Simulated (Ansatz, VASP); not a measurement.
## Two plane-wave programs on Al

```xyz
4
Lattice="2.8271 0.0000 0.0000 -1.4135 2.4483 0.0000 0.0000 0.0000 9.1860" Properties=species:S:1:pos:R:3 pbc="T T T"
Al    0.0000    0.0000    0.0000
Al    0.0000    0.0000    4.5930
Al    0.0000    1.6322    2.2965
Al    1.4135    0.8161    6.8895
```

This isn't the form of Al at room conditions, which is fcc.

Alike in both runs: task relaxation of cell and atoms; functional LDA; k mesh 9 × 9 × 2; no spin polarisation.

```csv
,VASP,Ansatz
version,VASP 6.6.1,Ansatz 0.2.0
potentials or method,"VASP PAW LDA potentials, release 64 (Al)","plane waves, PAW"
plane-wave cutoff (eV),600,420
occupations,"methfessel-paxton of order 1, width 0.1 eV","cold, width 0.1 eV"
valence electrons in the cell,12,12
```

Ansatz gave:

```
relaxed volume (Å³/atom)                                     : 15.82
relaxed cell length with the largest relative difference (Å) : 2.846
energy change over the relaxation (meV/atom)                 : -3
```

Problem. Which values does VASP return?

Solution. Relaxed volume (Å³/atom): 15.84; relaxed cell length with the largest relative difference (Å): 2.848; energy change over the relaxation (meV/atom): -3.
